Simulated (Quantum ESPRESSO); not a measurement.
Something may be wrong with this Quantum ESPRESSO 7.5 calculation of ZrC.

File pw.in:

```
&CONTROL
  calculation = 'scf'
  prefix = 'pwscf'
  outdir = './tmp'
  pseudo_dir = './pseudo'
  tprnfor = .true.
  tstress = .true.
  disk_io = 'low'
/
&SYSTEM
  ibrav = 0
  nat = 2
  ntyp = 2
  ecutwfc = 45
  ecutrho = 360
  nbnd = 14
  occupations = 'smearing'
  smearing = 'mv'
  degauss = 0.00999582
  nspin = 2
  noncolin = .true.
/
&ELECTRONS
  conv_thr = 4d-10
  electron_maxstep = 50
  mixing_beta = 0.5
/
ATOMIC_SPECIES
Zr    91.2240 zr_pbe_v1.uspp.F.UPF
C     12.0110 c_pbe_v1.2.uspp.F.UPF
CELL_PARAMETERS angstrom
   0.0000000000    2.3650000000    2.3650000000
   2.3650000000    0.0000000000    2.3650000000
   2.3650000000    2.3650000000    0.0000000000
ATOMIC_POSITIONS crystal
Zr     0.5000000000    0.5000000000    0.5000000000
C      0.0000000000    0.0000000000    0.0000000000
K_POINTS automatic
8 8 8 0 0 0
```

Potentials or basis: GBRV 1.5 PBE.

The run is started by

```sh
$ OMP_NUM_THREADS=1 pw.x -in pw.in > pw.out
```

pw.out:

```text
This program is part of the open-source Quantum ESPRESSO suite
     for quantum simulation of materials; please cite
         "P. Giannozzi et al., J. Phys.:Condens. Matter 21 395502 (2009);
         "P. Giannozzi et al., J. Phys.:Condens. Matter 29 465901 (2017);
         "P. Giannozzi et al., J. Chem. Phys. 152 154105 (2020);
     in publications or presentations arising from this work. More details at

 %%%%%%%%%%%%%%%%%%%%%%%%%%%%%%%%%%%%%%%%%%%%%%%%%%%%%%%%%%%%%%%%%%%%%%%%%%%%%%
     Error in routine iosys (1):
     noncolin .and. nspin==2 are conflicting flags
 %%%%%%%%%%%%%%%%%%%%%%%%%%%%%%%%%%%%%%%%%%%%%%%%%%%%%%%%%%%%%%%%%%%%%%%%%%%%%%

     stopping ...
```

Q: How did it end, and where is the flaw?

A: The input was rejected before any iteration. The input holds a flaw that was put in on purpose: collinear and non-collinear spin both asked (nspin = 2; noncolin = yes).
